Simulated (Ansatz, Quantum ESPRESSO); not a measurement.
## KTaO3: programs and potentials compared

```
CELL_PARAMETERS angstrom
3.98830 0.00000 0.00000
0.00000 3.98830 0.00000
0.00000 0.00000 3.98830
ATOMIC_POSITIONS crystal
Ta 0.00000 0.00000 0.00000
K 0.50000 0.50000 0.50000
O 0.00000 0.00000 0.50000
O 0.00000 0.50000 0.00000
O 0.50000 0.00000 0.00000
```

Alike in all runs: task equation of state; functional LDA; k mesh 7 × 7 × 7; occupations fermi-dirac, width 0.05 eV; no spin polarisation; no spin-orbit coupling. LDA stands for any of its common fits.

| program and potentials | plane-wave cutoff (eV) | notes | equilibrium volume (Å³/atom) | bulk modulus (GPa) |
| --- | --- | --- | --- | --- |
| Ansatz, JTH PAW LDA | 1380 | - | 12.33 | 218.6 |
| Ansatz, Ansatz PAW | 420 | potentials made for PBE, which Ansatz adapts in part | 12.34 | 218.8 |
| Quantum ESPRESSO, GBRV 1.5 LDA | 762 | - | 12.39 | 218.6 |

The equilibrium volume spans 12.33 (Ansatz, JTH PAW LDA) to 12.39 Å³/atom (Quantum ESPRESSO, GBRV 1.5 LDA). The bulk modulus spans 218.6 (Ansatz, JTH PAW LDA) to 218.8 GPa (Ansatz, Ansatz PAW).

Differences between rows come from potentials, basis sets and numerical settings, since the functional is the same but for its coding. Runs on potential files found faulty are left out.

The three runs describe practically the same compression curve near equilibrium. The small spread in volume has no counterpart in the bulk modulus: the largest cell, 12.39 Å³/atom, is as stiff as the smallest, at 218.6 GPa. All three volumes lie below that of the listed cell, whose edge of 3.98830 Å is close to the measured lattice constant of cubic KTaO3. This contraction is the usual overbinding of LDA, and agreement between the potentials cannot remove an error they share.

The high stiffness fits a framework of corner-sharing TaO6 octahedra. In the cubic structure, uniform compression must shorten the strong Ta–O bonds, which combine ionic attraction with mixing of O 2p and empty Ta 5d states, since the linear Ta–O–Ta links leave no room for tilting. Potassium, bound mainly ionically, probably contributes less to the resistance. The equation of state doesn't probe the soft polar mode behind the incipient ferroelectricity of KTaO3, which depends on a delicate balance between short-range repulsion and long-range dipolar forces.
